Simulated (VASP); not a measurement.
# PbSe (Clausthalite) (Fm-3m) in VASP: notebook

Runs on PbSe (Clausthalite). Level: PBEsol. Tasks: single point.

Program: VASP 6.6.1. These are calculated values, not measurements. Logs are shortened: lines on timing, memory, paths and dates and some standing lists are left out, and cuts for length are marked.

**The experiment to reproduce.**

From a printed reference work, monograph, for a bulk crystal of PbSe: band gap 0.15 eV (direct) at 4.2 K; band gap 0.28 eV (direct) at 300 K.

The results are compared with them further down.

## Step 1: The cell of the first run

It takes space group Fm-3m (No. 225, cubic). Conventional cell: a = 6.139 Å, b = 6.139 Å, c = 6.139 Å, α = 90.00°, β = 90.00°, γ = 90.00°. Within 4.0 Å of Pb (site symmetry m-3m) lie 6 Se at 3.07 Å. Within 4.0 Å of Se (site symmetry m-3m) lie 6 Pb at 3.07 Å.

## Step 2: Single point, PBEsol

Input file INCAR:

```
ALGO     = Normal         # electronic algorithm
EDIFF    = 1E-6           # SCF threshold, eV
ENCUT    = 500            # plane-wave cutoff, eV
GGA      = PS             # functional
GGA_COMPAT= F            
ISIF     = 2              # what is computed and relaxed
ISMEAR   = 1              # smearing method
LASPH    = T              # aspherical terms in the spheres
LCHARG   = T              # write CHGCAR
LELF     = T              # ELF
LREAL    = F              # projectors in reciprocal space
LVHAR    = T            
LWAVE    = F              # write WAVECAR
NBANDS   = 17             # bands
NELM     = 120            # most SCF steps
PREC     = Accurate       # precision mode
SIGMA    = 0.0305         # smearing width, eV
```

Input file KPOINTS:

```
k-points
0
Gamma
  6 6 6
```

Input file POSCAR:

```
PbSe
1.0
    0.0000000000      3.0696893639      3.0696893639
    3.0696893639      0.0000000000      3.0696893639
    3.0696893639      3.0696893639      0.0000000000
Pb Se
1 1
Direct
    0.0000000000      0.0000000000      0.0000000000
    0.5000000000      0.5000000000      0.5000000000
```

Potentials or basis: VASP PAW PBE potentials, release 64 (Pb_d, Se).

Run with:

```sh
$ cat potpaw_PBE.64/Pb_d/POTCAR potpaw_PBE.64/Se/POTCAR > POTCAR
$ mpirun -np 1 vasp_std > vasp.out
```

OUTCAR:

```text
EDIFF = 1E-6
   ENCUT = 500
   GGA = PS
   ISIF = 2
   ISMEAR = 1
   LASPH = T
   LREAL = F
   NELM = 120
   PREC = Accurate

 ion  position               nearest neighbor table
   1  0.000  0.000  0.000-   2 3.07   2 3.07   2 3.07   2 3.07   2 3.07   2 3.07
   2  0.500  0.500  0.500-   1 3.07   1 3.07   1 3.07   1 3.07   1 3.07   1 3.07

  LATTYP: Found a face centered cubic cell.
 ALAT       =     6.1393787278

  Lattice vectors:

 A1 = (   0.0000000000,   3.0696893639,   3.0696893639)
 A2 = (   3.0696893639,   0.0000000000,   3.0696893639)
 A3 = (   3.0696893639,   3.0696893639,   0.0000000000)

Analysis of symmetry for initial positions (statically):
=====================================================================
 Subroutine PRICEL returns:
 Original cell was already a primitive cell.

 Routine SETGRP: Setting up the symmetry group for a
 face centered cubic supercell.

 Subroutine GETGRP returns: Found 48 space group operations
 (whereof 48 operations were pure point group operations)
 out of a pool of 48 trial point group operations.

The static configuration has the point symmetry O_h .

Analysis of symmetry for dynamics (positions and initial velocities):
=====================================================================
 Subroutine PRICEL returns:
 Original cell was already a primitive cell.

 Routine SETGRP: Setting up the symmetry group for a
 face centered cubic supercell.

 Subroutine GETGRP returns: Found 48 space group operations
 (whereof 48 operations were pure point group operations)
 out of a pool of 48 trial point group operations.

The dynamic configuration has the point symmetry O_h .

 Subroutine INISYM returns: Found 48 space group operations
 (whereof 48 operations are pure point group operations),
 and found     1 'primitive' translations

----------------------------------------------------------------------------------------

                                     Primitive cell

  volume of cell :      57.8513

  direct lattice vectors                    reciprocal lattice vectors
     0.000000000  3.069689364  3.069689364    -0.162882931  0.162882931  0.162882931
     3.069689364  0.000000000  3.069689364     0.162882931 -0.162882931  0.162882931
     3.069689364  3.069689364  0.000000000     0.162882931  0.162882931 -0.162882931

  length of vectors
     4.341196331  4.341196331  4.341196331     0.282121512  0.282121512  0.282121512

  position of ions in fractional coordinates (direct lattice)
     0.000000000  0.000000000  0.000000000
     0.500000000  0.500000000  0.500000000

  ion indices of the primitive-cell ions
   primitive index   ion index
                 1           1
                 2           2

----------------------------------------------------------------------------------------

 KPOINTS: k-points

Automatic generation of k-mesh.
 Grid dimensions read from file:
 generate k-points for:    6    6    6

 Generating k-lattice:

  Cartesian coordinates                     Fractional coordinates (reciprocal lattice)
    -0.027147155  0.027147155  0.027147155     0.166666667  0.000000000  0.000000000
     0.027147155 -0.027147155  0.027147155     0.000000000  0.166666667  0.000000000
     0.027147155  0.027147155 -0.027147155     0.000000000  0.000000000  0.166666667

  Length of vectors
     0.047020252  0.047020252  0.047020252

  Shift w.r.t. Gamma in fractional coordinates (k-lattice)
     0.000000000  0.000000000  0.000000000

 Subroutine IBZKPT returns following result:
 ===========================================

 Found     16 irreducible k-points:

 Following reciprocal coordinates:
            Coordinates               Weight
  0.000000  0.000000  0.000000      1.000000
  0.166667  0.000000  0.000000      8.000000
  0.333333  0.000000  0.000000      8.000000
  0.500000  0.000000  0.000000      4.000000
  0.166667  0.166667  0.000000      6.000000
  0.333333  0.166667  0.000000     24.000000
[... 8 lines left out ...]
 -0.333333  0.333333  0.166667     24.000000
 -0.333333  0.500000  0.166667     12.000000
   k-points           NKPTS =     16   k-points in BZ     NKDIM =     16   number of bands    NBANDS=     17
   number of dos      NEDOS =    301   number of ions     NIONS =      2
   total plane-waves  NPLWV =  32768
   dimension x,y,z NGX =    32 NGY =   32 NGZ =   32
   dimension x,y,z NGXF=    64 NGYF=   64 NGZF=   64
   ions per type =               1   1
   NGX,Y,Z   is equivalent  to a cutoff of  12.25, 12.25, 12.25 a.u.
   NGXF,Y,Z  is equivalent  to a cutoff of  24.51, 24.51, 24.51 a.u.
 SYSTEM =  unknown system
   PREC   = accura    normal or accurate (medium, high low for compatibility)
   ISTART =      0    job   : 0-new  1-cont  2-samecut
   ICHARG =      2    charge: 1-file 2-atom 10-const
   ISPIN  =      1    spin polarized calculation?
   LNONCOLLINEAR =      F non collinear calculations
   LSORBIT =      F    spin-orbit coupling
   LASPH  =      T    aspherical Exc in radial PAW
   ENCUT  =  500.0 eV  36.75 Ry    6.06 a.u.   7.92  7.92  7.92*2*pi/ulx,y,z
   NELM   =    120;   NELMIN=  2; NELMDL= -5     # of ELM steps
   EDIFF  = 0.1E-05   stopping-criterion for ELM
   LREAL  =      F    real-space projection
   EDIFFG = 0.1E-04   stopping-criterion for IOM
   NSW    =      0    number of steps for IOM
   IBRION =     -1    ionic relax: 0-MD 1-quasi-New 2-CG
   NFREE  =      0    steps in history (QN), initial steepest desc. (CG)
   ISIF   =      2    stress and relaxation
   ISYM   =      2    0-nonsym 1-usesym 2-fastsym
   POTIM  = 0.5000    time-step for ionic-motion
   TEBEG  =    0.0;   TEEND  =   0.0 temperature during run
   PSTRESS=    0.0 pullay stress
   NELECT =      20.0000    total number of electrons
   NUPDOWN=      -1.0000    fix difference up-down
   EMIN   =  10.00;   EMAX   =-10.00  energy-range for DOS
   EFERMI =   0.00;   METHOD = LEGACY
   ISMEAR =     1;   SIGMA  =   0.03  broadening in eV -4-tet -1-fermi 0-gaus
   EFERMI_NEDOS =   21; number of points for ismear=-14 and -15
   IALGO  =     38    algorithm
   IMIX   =      4    mixing-type and parameters
     AMIX     =   0.40;   BMIX     =  1.00
     AMIX_MAG =   1.60;   BMIX_MAG =  1.00
  volume/ion in A,a.u.               =      28.93       195.20
  Fermi-wavevector in a.u.,A,eV,Ry     =   1.148983  2.171264 17.961904  1.320163
  Thomas-Fermi vector in A             =   2.285655
   LORBIT       =      0    0 simple, 1 ext, 2 COOP (PROOUT), +10 PAW based schemes
   GGA     = PS    functional components
   LHFCALC =     F    Hartree Fock is set to
   AEXX    =    0.0000 exact exchange contribution
   IVDW    =     0    specifies the selected vdW correction
   LEPSILON=     F    determine dielectric tensor
   LRPA    =     F    only Hartree local field effects (RPA)
 non-spin polarized calculation
 Methfessel and Paxton  Order N= 1 SIGMA  =   0.03
  energy-cutoff  :      500.00
  volume of cell :       57.85
 maximum number of plane-waves:      1484
   NGX = 15   NGY = 15   NGZ = 15

 number of electron      19.9999997 magnetization

 Free energy of the ion-electron system (eV)
  ---------------------------------------------------
  ext. energy  EPLUGINS =         0.00000000
  ---------------------------------------------------
  free energy    TOTEN  =        -8.91799570 eV

  energy without entropy =       -8.91802845  energy(sigma->0) =       -8.91800662

 E-fermi :   4.8168     XC(G=0):  -9.6797

 val. band max:        4.7910870149   @ k =   0.5000   0.0000   0.0000
 cond. band min:       5.0247296414   @ k =   0.5000   0.0000   0.0000
 fundamental gap:      0.2336426265
 Fermi energy:         4.8167644226

 k-point     1 :       0.0000    0.0000    0.0000
  band No.  band energies     occupation
      1     -11.9290      2.00000
      2     -11.9290      2.00000
      3     -11.9290      2.00000
      4     -11.9271      2.00000
      5     -11.9271      2.00000
      6      -8.7331      2.00000
[... 9 lines left out ...]
     16      11.2681      0.00000
     17      12.8296      0.00000

 k-point     2 :       0.1667    0.0000    0.0000
  band No.  band energies     occupation
      1     -11.9334      2.00000
      2     -11.9334      2.00000
      3     -11.9281      2.00000
      4     -11.9205      2.00000
      5     -11.9205      2.00000
      6      -8.5279      2.00000
[... 9 lines left out ...]
     16      11.8455      0.00000
     17      14.5384      0.00000

 k-point     3 :       0.3333    0.0000    0.0000
  band No.  band energies     occupation
      1     -11.9453      2.00000
      2     -11.9453      2.00000
      3     -11.9266      2.00000
      4     -11.9042      2.00000
      5     -11.9042      2.00000
      6      -8.0192      2.00000
[... 9 lines left out ...]
     16      13.2997      0.00000
     17      16.4596      0.00000

 k-point     4 :       0.5000    0.0000    0.0000
  band No.  band energies     occupation
      1     -11.9513      2.00000
      2     -11.9513      2.00000
      3     -11.9262      2.00000
      4     -11.8961      2.00000
      5     -11.8961      2.00000
      6      -7.6781      2.00000
[... 9 lines left out ...]
     16      14.9312      0.00000
     17      14.9312      0.00000
[... 183 lines left out ...]
      1     -11.9911      2.00000
      2     -11.9299      2.00000
      3     -11.9294      2.00000
      4     -11.9014      2.00000
      5     -11.8968      2.00000
      6      -7.6287      2.00000
[... 9 lines left out ...]
     16      14.9846      0.00000
     17      15.3128      0.00000

 k-point    15 :      -0.3333    0.3333    0.1667
  band No.  band energies     occupation
      1     -12.0001      2.00000
      2     -11.9334      2.00000
      3     -11.9164      2.00000
      4     -11.9130      2.00000
      5     -11.8903      2.00000
      6      -7.3889      2.00000
[... 9 lines left out ...]
     16      16.1358      0.00000
     17      16.1424      0.00000

 k-point    16 :      -0.3333    0.5000    0.1667
  band No.  band energies     occupation
      1     -12.0275      2.00000
      2     -11.9322      2.00000
      3     -11.9213      2.00000
      4     -11.9010      2.00000
      5     -11.8847      2.00000
      6      -7.2932      2.00000
[... 9 lines left out ...]
     16      16.3897      0.00000
     17      17.4540      0.00000

------------------------ aborting loop because EDIFF is reached ----------------------------------------

  FORCE on cell =-STRESS in cart. coord.  units (eV):
  Direction    XX          YY          ZZ          XY          YZ          ZX
  --------------------------------------------------------------------------------------
  -------------------------------------------------------------------------------------
  Total       -0.3573219     -0.3573219     -0.3573219      0.0000000      0.0000000     -0.0000000
  in kB       -9.8959360     -9.8959360     -9.8959360      0.0000000      0.0000000     -0.0000000
  external PRESSURE =      -9.8959360 kB  Pullay stress =       0.0000000 kB

 VOLUME and BASIS-vectors are now :
 -----------------------------------------------------------------------------
  energy-cutoff  :      500.00
  volume of cell :       57.85
      direct lattice vectors                 reciprocal lattice vectors
     0.000000000  3.069689364  3.069689364    -0.162882931  0.162882931  0.162882931
     3.069689364  0.000000000  3.069689364     0.162882931 -0.162882931  0.162882931
     3.069689364  3.069689364  0.000000000     0.162882931  0.162882931 -0.162882931

 POSITION                                       TOTAL-FORCE (eV/Angst)
 -----------------------------------------------------------------------------------
      0.00000      0.00000      0.00000        -0.000000      0.000000      0.000000
      3.06969      3.06969      3.06969         0.000000     -0.000000     -0.000000
 -----------------------------------------------------------------------------------
    total drift:                                0.000000     -0.000000     -0.000000

  FREE ENERGIE OF THE ION-ELECTRON SYSTEM (eV)
  ---------------------------------------------------
  free  energy   TOTEN  =        -8.9179956996 eV

  energy  without entropy=       -8.9180284470  energy(sigma->0) =       -8.91800662
```

It took 5.9 s on 1 thread of Intel Xeon 6975P-C (Granite Rapids), shared host; peak memory 0.17 GiB.

Results:

* Free energy: -8.9180 eV
* Pressure: -1.0 GPa
* Band gap on the k mesh: 0.23 eV, direct

Caveat: the PAW data sets were made with another functional, which shifts forces and pressure a little; spin-orbit coupling is left out, which moves the levels of the heavy elements.

[end of part 1 of 2]
